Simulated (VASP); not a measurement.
**WS2: work function with PBEsol**

Sheet: WS2, a sheet with vacuum.

```
CELL_PARAMETERS angstrom
3.12472 0.00000 0.00000
-1.56236 2.70609 0.00000
0.00000 0.00000 19.14000
ATOMIC_POSITIONS crystal
S 0.66667 0.33333 0.41781
S 0.66667 0.33333 0.58219
W 0.33333 0.66667 0.50000
```

The cell was built by a generator and needn't be a form met in nature.

| Quantity | Value |
| --- | --- |
| Program | VASP 6.6.1 |
| Task | work function |
| Functional | PBEsol |
| Potentials or basis | VASP PAW PBE potentials, release 64 (S, W_sv) |
| Cutoff | 520 eV |
| k mesh | 12 × 12 × 1 |
| Occupations | gaussian, width 0.03 eV |
| Spin | non-collinear spin, zero start, spin-orbit coupling |
| Starting moments | [[0.0, 0.0, 0.0], [0.0, 0.0, 0.0], [0.0, 0.0, 0.0]] μB |
| Dipole correction | yes |
| Further INCAR settings | ALGO = Normal; EDIFF = 1e-06 |

```
Largest force                                         : 0.079 eV/Å
Net moment                                            : 0.00 μB per cell
Valence electrons inside the program's atomic spheres : S 3.71; W 12.12
Work function of the upper face                       : 5.25 eV
Work function of the lower face                       : 5.25 eV
```

Forces in eV/Å, atoms in the order of the input:
```
S    0.000  0.000 -0.079
S    0.000  0.000  0.079
W    0.000  0.000  0.000
```

Moments on the atoms (μB; x, y, z):
```
S   0.00 0.00 0.00
S   0.00 0.00 0.00
W   0.00 0.00 0.00
```

Wall time 4.9 min on 1 thread of Intel(R) Xeon(R) 6975P-C (Granite Rapids), on a shared host, peak memory 0.75 GiB.

Caveat: the PAW data sets were made with another functional, which shifts forces and pressure a little.
